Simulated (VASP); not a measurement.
A run of VASP 6.6.1:

INCAR

```
SYSTEM = Al
  ALGO = Normal
  DIPOL = 0.5 0.5 0.500
  EDIFF = 1E-7
  ENCUT = 520
  GGA = PE
  ICORELEVEL = 1
  IDIPOL = 3
  ISIF = 2
  ISMEAR = 1
  LASPH = .True.
  LCHARG = .False.
  LDIPOL = .True.
  LREAL = .False.
  LVACPOTAV = .True.
  LVHAR = .True.
  LWAVE = .False.
  NELM = 80
  PREC = Accurate
  SIGMA = 0.1
```

KPOINTS

```
k-points
0
Gamma
  15 15 1
  0 0 0
```

File POSCAR:

```
Al                                      
1.0
    2.8562036900      0.0000000000      0.0000000000
   -1.4281018500      2.4735449600      0.0000000000
    0.0000000000      0.0000000000     19.6641611000
  Al            
     3
Direct
     0.6666666699999979    0.3333333300000021    0.3817425512537898
     0.3333333300000021    0.6666666699999979    0.5000000000000000
     0.0000000000000000    0.0000000000000000    0.6182574487462101
```

Potentials or basis: VASP PAW PBE potentials, release 64 (Al).

Launch:

```bash
$ cat potpaw_PBE.64/Al/POTCAR > POTCAR
$ mpirun -np 1 vasp_std > vasp.out
```

Hardware: 1 thread of Intel(R) Xeon(R) Platinum 8259CL CPU @ 2.50GHz (Skylake/Cascade Lake), on a shared host.

How long does it take, and how much memory?

Wall time 52 s on 1 thread of Intel(R) Xeon(R) Platinum 8259CL CPU @ 2.50GHz (Skylake/Cascade Lake), with other jobs on the host, peak memory 0.26 GiB. Counts: scf iterations 20, k points 27.
